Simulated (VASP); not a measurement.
The system is WSe2.

```
W Se
1.0
     3.29000    0.00000    0.00000
    -1.64500    2.84922    0.00000
     0.00000    0.00000   12.97000
W Se
2 4
Direct
  0.33333 0.66667 0.25000
  0.66667 0.33333 0.75000
  0.33333 0.66667 0.62100
  0.66667 0.33333 0.12100
  0.33333 0.66667 0.87900
  0.66667 0.33333 0.37900
```

```yaml
Program: VASP 6.6.1
Task: relaxation of cell and atoms
Functional: PBE
Potentials_or_basis: VASP PAW PBE potentials, release 64 (W_sv, Se)
Cutoff: 520 eV
k_mesh: 9 × 9 × 2
Occupations: gaussian, width 0.1 eV
Spin: no spin polarisation
```

At the start: pressure 4.0 GPa; volume 20.26 Å³/atom.

Question: How do energy, volume and symmetry change on relaxing?

Answer: Over 36 steps the energy falls by 20.4 meV/atom and the volume is 23.66 Å³/atom (+16.8 %); space group P6_3/mmc (No. 194, to 0.05 Å).

Step by step:
```csv
step,energy change (eV),largest force (eV/Å),pressure (GPa),volume (Å³)
1,0.0000,0.2178,4.03,121.58
2,0.1011,1.1087,-6.04,130.78
3,-0.0394,0.2784,0.17,124.66
4,-0.0505,0.2027,0.04,125.62
5,-0.0601,0.0470,-0.17,127.58
6,-0.0684,0.0358,-0.06,128.01
7,-0.0877,0.0013,0.28,129.28
8,-0.1051,0.0855,1.17,131.75
9,-0.1110,0.1419,-0.30,134.02
10,-0.1111,0.1109,-0.10,133.71
11,-0.1127,0.1007,-0.21,134.29
12,-0.1146,0.0802,-0.40,135.45
13,-0.1138,0.0370,-0.73,137.79
14,-0.1150,0.0642,-0.50,136.26
15,-0.1165,0.0203,-0.04,136.31
16,-0.1166,0.0408,0.09,136.33
17,-0.1176,0.0279,0.14,136.46
18,-0.1187,0.0101,0.29,136.84
19,-0.1191,0.0722,-0.11,137.54
20,-0.1191,0.0612,-0.04,137.40
21,-0.1198,0.0374,-0.05,137.76
22,-0.1201,0.0173,-0.06,138.08
23,-0.1198,0.0236,-0.07,138.72
24,-0.1201,0.0073,-0.05,138.24
25,-0.1204,0.0067,0.05,138.32
26,-0.1205,0.0369,0.26,138.50
27,-0.1206,0.0355,0.26,138.55
28,-0.1207,0.0321,0.25,138.68
29,-0.1210,0.0232,0.25,138.93
30,-0.1214,0.0073,0.20,139.44
31,-0.1216,0.0225,0.14,140.46
32,-0.1219,0.0296,0.05,140.83
33,-0.1221,0.0385,-0.07,141.28
34,-0.1221,0.0554,-0.28,142.18
35,-0.1221,0.0461,-0.16,141.69
36,-0.1224,0.0035,-0.02,141.95
```

Final structure:
```cif
data_structure
_symmetry_space_group_name_H-M 'P 1'
_symmetry_Int_Tables_number 1
_cell_length_a 3.3230
_cell_length_b 3.3230
_cell_length_c 14.8430
_cell_angle_alpha 90.000
_cell_angle_beta 90.000
_cell_angle_gamma 120.000
_cell_volume 141.95
loop_
_atom_site_label
_atom_site_type_symbol
_atom_site_fract_x
_atom_site_fract_y
_atom_site_fract_z
_atom_site_occupancy
W1 W 0.33333 0.66667 0.25000 1
W2 W 0.66667 0.33333 0.75000 1
Se1 Se 0.33333 0.66667 0.63681 1
Se2 Se 0.66667 0.33333 0.13681 1
Se3 Se 0.33333 0.66667 0.86319 1
Se4 Se 0.66667 0.33333 0.36319 1
```

Caveat: the volume moved by over 15 % at a fixed basis, so the end points are rough; this functional lacks dispersion, which binds the layers, so the pressure and a relaxed spacing across them are unreliable, and here the layers came unbound; the volume moved by +17 % from the deposited cell, more than functionals usually miss.
